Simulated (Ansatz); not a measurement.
# Na (Im-3m) in Ansatz: settings compared, part 2 of 2

Ansatz 0.2.0. The steps go on from the part before.

### Step 4. Wannier functions, revPBE

Contents of input.yaml:

```yaml
crystal:
  lattice:
    - [-2.141, 2.141, 2.141]
    - [2.141, -2.141, 2.141]
    - [2.141, 2.141, -2.141]
  atoms:
    - { symbol: Na, position: [0.0, 0.0, 0.0] }
hamiltonian:
  xc: revpbe
  pseudopotentials: { kind: nc, source: spms }
kpoints:
  mp_grid: { grid: [9, 9, 9] }
scf:
  occupations: { method: fermi_dirac, width: 0.1 }
  n_extra_bands: 14
output:
  eigenvalues: true
  wannier:
    kmesh: [6, 6, 6]
    projections: [{ site: 0, l: s }, { site: 0, l: p }]
    minimise: true
    write_xyz: true
    disentanglement: { window: [-14.1, 17.9], frozen_window: [-11.1, 2.4] }
```

Contents of wannier.win:

```
! ansatz wannier90 interface
! projections by site (counted from 0) and shell: 0 3S, 0 3P
! states of the run's bands (counted from 1): 1-16
num_bands = 16
num_wann  = 4
num_iter  = 2000
dis_win_min = -14.1
dis_win_max = 17.9
dis_froz_min = -11.1
dis_froz_max = 2.4
dis_num_iter = 10000
guiding_centres = true
write_xyz = true

begin unit_cell_cart
Ang
                   -2.141                    2.141                    2.141
                    2.141                   -2.141                    2.141
                    2.141                    2.141                   -2.141
end unit_cell_cart

begin atoms_frac
Na                       0.0                      0.0                      0.0
end atoms_frac

mp_grid = 6 6 6

begin kpoints
                      0.0                      0.0                      0.0
                      0.0                      0.0      0.16666666666666666
                      0.0                      0.0       0.3333333333333333
                      0.0                      0.0                      0.5
                      0.0                      0.0       0.6666666666666666
                      0.0                      0.0       0.8333333333333334
[... 208 lines left out ...]
       0.8333333333333334       0.8333333333333334       0.6666666666666666
       0.8333333333333334       0.8333333333333334       0.8333333333333334
end kpoints

fermi_energy = 1.8856887791348793

begin projections
f=0.0,0.0,0.0: s
f=0.0,0.0,0.0: p
end projections
```

Contents of wannier_centres.xyz:

```xyz
5
Wannier centres, written by ansatz wannier90 interface
X         -0.50176839       0.50176831       0.50176830
X          0.50176825      -0.50176824       0.50176830
X         -0.50176821      -0.50176836      -0.50176838
X          0.50176835       0.50176829      -0.50176822
Na         0.00000000       0.00000000       0.00000000
```

Potentials or basis: SPMS NC.

On the command line:

```
ansatz run input.yaml --threads 1 --pin off --max-ram 2560MiB --backend cpu --events-out ev --progress --plain --runs-dir out
```

What it wrote:

```text
Warning: RAYON_NUM_THREADS=1 ignored (pool sized by the plan → 1); use --threads N
Na: the file doesn't list 3p, so it is added from the neutral free atom
scf.n_extra_bands = 14 over 5 filled bands (N_el = 9.0): the run solves 19 bands
Engine: ansatz 0.2.0, x86_64-unknown-linux-gnu
Pseudopotentials: kind: nc
Pseudopotential: Na, nc, valence charge 9, recommended cutoff 653.073269903712 eV (normal), Na.nc.azcp
Functional definition: revPBE
  parameter kappa = 1.245
  parameter beta = 0.06672455060314922
  exchange = pbe_x(kappa = kappa, mu = beta*pi^2/3)
  correlation = pbe_c(beta = beta)
Crystal: 1 atoms, lattice volume = 39.256 Å³
Basis set: ecut = 653.073269903712 eV, 1481 PW (Γ)
Bands: 19, of which v1, the nominal top of the filled ones, is band 5 counted from 1 (4 counted from 0)
Symmetry: 48 space group operations
Space group: Im-3m (ITA 229), of the structure as read, at distance tolerance 3.4e-5 Å
k-points: 35 of 729
Non-local potential: Na, projectors of the file, l = 0: 2, l = 1: 2
Initial density: superposition of atomic densities (chi_scale 0.1, normalization cell)
Initial wavefunctions: pseudopotential atomic-orbital guess
Functional: x = revpbe(κ = 1.245, μ = 0.2195149727645171), c = pbe(β = 0.06672455060314922)
SCF iter   1: F=—  HF=-1137.794125 eV  |F-HF|=—  |Δ(HF+E_count)|=         —  Δρ=4.39e-3  dr2=1.09e-2  ethr=3.10e-3  ⟨swp⟩=5.8  Hψ=3386  notcnv=0  defer=141
preconditioner: auto → Kerker (q_TF=auto, 2.134 Å⁻¹)  [metal: Δε(μ)=0.192 eV  Ē_g=16.453 eV  σ=0.100 eV  W_gap=0.44  n_scr=12 (ndim 8)  ℏωp=5.9 eV  f_vac=0.000  D(μ)=0.41/eV (n_scr^D=0)]
SCF iter   2: F=—  HF=-1137.794820 eV  |F-HF|=—  |Δ(HF+E_count)|=   6.95e-4  Δρ=3.08e-3  dr2=5.98e-3  ethr=1.21e-4  ⟨swp⟩=1.2  Hψ=953  notcnv=0  defer=177
SCF iter   3: F=—  HF=-1137.794965 eV  |F-HF|=—  |Δ(HF+E_count)|=   1.46e-4  Δρ=8.44e-4  dr2=5.43e-4  ethr=6.65e-5  ⟨swp⟩=1.0  Hψ=395  notcnv=0  defer=177
SCF iter   4: F=—  HF=-1137.794924 eV  |F-HF|=—  |Δ(HF+E_count)|=   4.11e-5  Δρ=9.40e-5  dr2=1.04e-6  ethr=6.04e-6  ⟨swp⟩=1.1  Hψ=410  notcnv=0  defer=177
SCF iter   5: F=—  HF=-1137.794927 eV  |F-HF|=—  |Δ(HF+E_count)|=   2.36e-6  Δρ=1.41e-5  dr2=5.09e-8  ethr=1.11e-9  ⟨swp⟩=8.2  Hψ=3697  notcnv=0
SCF iter   6: F=-1137.794927 eV  HF=-1137.794927 eV  |F-HF|=4.86e-9  |Δ(HF+E_count)|=   1.11e-7  Δρ=4.44e-6  dr2=3.71e-9  ethr=5.66e-10  ⟨swp⟩=2.0  Hψ=2144  notcnv=0
SCF 1 converged in 6 iterations: F = -1137.794927 eV  dr2 = 3.71e-9
NSCF: frozen V_eff on 19 k-points
the Wannier pass solved 19 of the 216 points of its mesh, and has the states at the others by symmetry: states obtained by the crystal's operations at points that were solved too leave a residual of 2.94e-13 eV (read by the count's bands and the next), within 5.56e-6 eV
SCF converged after 6 iterations
Free energy (F): -1137.794927 eV
Harris-Foulkes:  -1137.794927 eV  (|F-HF|=4.86e-9)
Internal energy: -1137.781196 eV  (E = F + TS)
E sigma→0 (E₀):  -1137.788061 eV
Entropy (-TS):   -0.013731 eV (-13.731 meV/atom)
Fermi energy:    1.884403 eV
--- Per-component energies (eV) ---
  E_band       = -241.321174
  E_kinetic    = 556.480919
  E_local      = -1191.345166  (includes V_loc(G=0)·N_el)
  E_nonlocal   = -290.078441
  E_hartree    = 449.927185
  E_xc         = -167.121440
  E_vxc        = -216.233166  (∫ρ·V_xc dr)
  E_ewald      = -495.644254
  E_smearing   = -0.013731  (= −TS)
  E_closure    = -0.000000  (closes the sum)
  Σ components = -1137.794927   (vs F -1137.794927, Δ=0.00e0)
--- Band table (eV; the first three rows and the last of 35) ---
  k-point 0: bands = ["-51.2613", "-23.2270", "-23.2270", "-23.2270", "-1.2893", "13.3059", "13.3059", "13.3059", "14.1999", "14.1999", "14.6483", "14.6483", "14.6483", "15.2152", "15.2152", "15.2152", "20.8445", "28.3970", "28.3970"]
  k-point 1: bands = ["-51.2611", "-23.2303", "-23.2282", "-23.2270", "-1.0802", "11.0849", "12.2385", "12.6316", "13.0170", "13.5722", "15.1151", "15.1275", "16.1190", "16.2491", "16.4502", "17.6323", "21.6118", "26.3916", "27.3148"]
  k-point 2: bands = ["-51.2607", "-23.2386", "-23.2310", "-23.2270", "-0.4575", "8.3442", "11.0818", "11.7540", "11.9419", "12.9548", "15.5448", "15.6186", "18.1974", "18.4857", "18.5907", "20.8780", "23.3179", "23.8963", "25.4717"]
  k-point 34: bands = ["-51.2586", "-23.2473", "-23.2467", "-23.2467", "4.9968", "6.3454", "6.7189", "6.7189", "7.6247", "9.8172", "19.6480", "20.1677", "20.1677", "22.6784", "23.4414", "24.2130", "24.2130", "27.4160", "32.7173"]
Wannier search: line search 1 of at most 10000: gauge-dependent spread (as the search counts it) 5.5468207 Å², largest recent change 2.8e0 Å² and fall left 4.3e-2 Å² against conv_tol 1.0e-10 Å², 0 stops escaped
WARN: <dir> by an estimate from the overlaps, the levels of the selected subspace lie 0.027 eV from the frozen bands on average, midway between mesh points. Up to 0.02 eV counts as a good interpolation. More projections, another frozen window or a finer output.wannier.kmesh can bring them closer
```

Wall time 4.5 s (1 thread of AMD EPYC 7B13 (Zen 3), shared host); peak memory 0.38 GiB.

Results:

| Property | Result |
| --- | --- |
| Free energy | -1137.7949 eV |
| Band gap on the k mesh | none (metal or under the smearing width) |
| Total Wannier spread | 12.05 Å² over 4 functions |

Levels at points of the mesh, in eV from the Fermi level:
```csv
k point,band 1,band 2,band 3,band 4,band 5,band 6,band 7,band 8,band 9
"(0.00, 0.00, 0.00)",-53.15,-25.11,-25.11,-25.11,-3.17,11.42,11.42,11.42,12.32
```

Wannier centres (Å) and spreads (Å²):
| function | x | y | z | spread |
| --- | --- | --- | --- | --- |
| 1 | -0.502 | 0.502 | 0.502 | 3.012 |
| 2 | -0.502 | -0.502 | -0.502 | 3.012 |
| 3 | 0.502 | 0.502 | -0.502 | 3.012 |
| 4 | 0.502 | -0.502 | 0.502 | 3.012 |

Caveat: the potentials were made for another functional, which shifts forces and pressure.

### Step 5. Density of states, revPBE+D3(BJ)-ATM (volume scaled by 1.25)

Contents of input.yaml:

```yaml
crystal:
  lattice:
    - [-2.3063223357, 2.3063223357, 2.3063223357]
    - [2.3063223357, -2.3063223357, 2.3063223357]
    - [2.3063223357, 2.3063223357, -2.3063223357]
  atoms:
    - { symbol: Na, position: [0.0, 0.0, 0.0] }
hamiltonian:
  xc: revpbe
  pseudopotentials: { kind: nc, accuracy: stringent }
  dispersion: d3bjatm
kpoints:
  mp_grid: { grid: [9, 9, 9] }
scf:
  occupations: { method: cold, width: 0.05 }
  n_extra_bands: 2
  algorithm: density_mixing
output:
  forces: true
  stress: true
  eigenvalues: true
  dos: { projected: false, de: 0.05, nscf_kmesh: { grid: [14, 14, 14] } }
```

Potentials or basis: PseudoDojo stringent (PBE files).

On the command line:

```
ansatz run input.yaml --threads 1 --pin off --max-ram 2560MiB --backend cpu --events-out ev --progress --plain --runs-dir out
```

Run time: 3.8 s. Hardware: 1 thread of AMD EPYC 7B13 (Zen 3), shared host; peak memory 0.41 GiB.

It converged, with:

```
Free energy                          : -1245.1300 eV
Pressure                             : -1.7 GPa
Band gap on the k mesh               : none (metal or under the smearing width)
Density of states at the Fermi level : 0.56 states/eV per cell
```

Levels at points of the mesh, in eV from the Fermi level:
```
           k point  band 1  band 2  band 3  band 4  band 5  band 6  band 7
(0.00, 0.00, 0.00)  -53.23  -25.16  -25.16  -25.16   -2.67   10.14   10.14
```

States per cell in windows of 0.5 eV (zero at the Fermi level; states under -8 eV left out):
```csv
from (eV),total
-8.0,0.00
-7.5,0.00
-7.0,0.00
-6.5,0.00
-6.0,0.00
-5.5,0.00
-5.0,0.00
-4.5,0.00
-4.0,0.00
-3.5,0.00
-3.0,0.01
-2.5,0.10
-2.0,0.15
-1.5,0.19
-1.0,0.23
-0.5,0.26
0.0,0.30
0.5,0.35
1.0,0.30
1.5,0.34
2.0,0.40
2.5,0.38
3.0,0.42
3.5,0.43
4.0,0.44
4.5,0.39
5.0,0.34
5.5,0.29
6.0,0.24
6.5,0.18
7.0,0.11
7.5,0.07
```

Caveat: the potentials were made for another functional, which shifts forces and pressure; pairwise dispersion overbinds metals, which lowers pressure and volume.

### Step 6. Overview

```csv
task,level,potentials or basis,spin,cell,cutoff (eV),smearing,other keys,gap on the mesh (eV),pressure (GPa)
ladder of functionals,LDA,Ansatz PAW polarizable,"non-collinear, ferromagnetic start",as given,420,tetrahedron,-,none,-1.1
Wannier functions,revPBE,SPMS NC,off,as given,653,fermi-dirac 0.1 eV,-,none,-
density of states,revPBE+D3(BJ)-ATM,PseudoDojo stringent (PBE files),off,volume scaled by 1.25,1197,cold 0.05 eV,scf.n_extra_bands = 2; hamiltonian.xc = revpbe; …,none,-1.7
```

Alike in all rows: k mesh 9 × 9 × 9.

Caveats: the potentials were made for another functional, which shifts forces and pressure (some runs); the PAW data sets come from PBE, with cores solved anew for the run's functional, which leaves a small shift of forces and pressure (some runs); with tetrahedron occupations forces and stress needn't match the slope of the energy (some runs); the starting moments weren't kept (some runs); pairwise dispersion overbinds metals, which lowers pressure and volume (some runs).

Absolute energies hang on the potentials; compare differences alone.
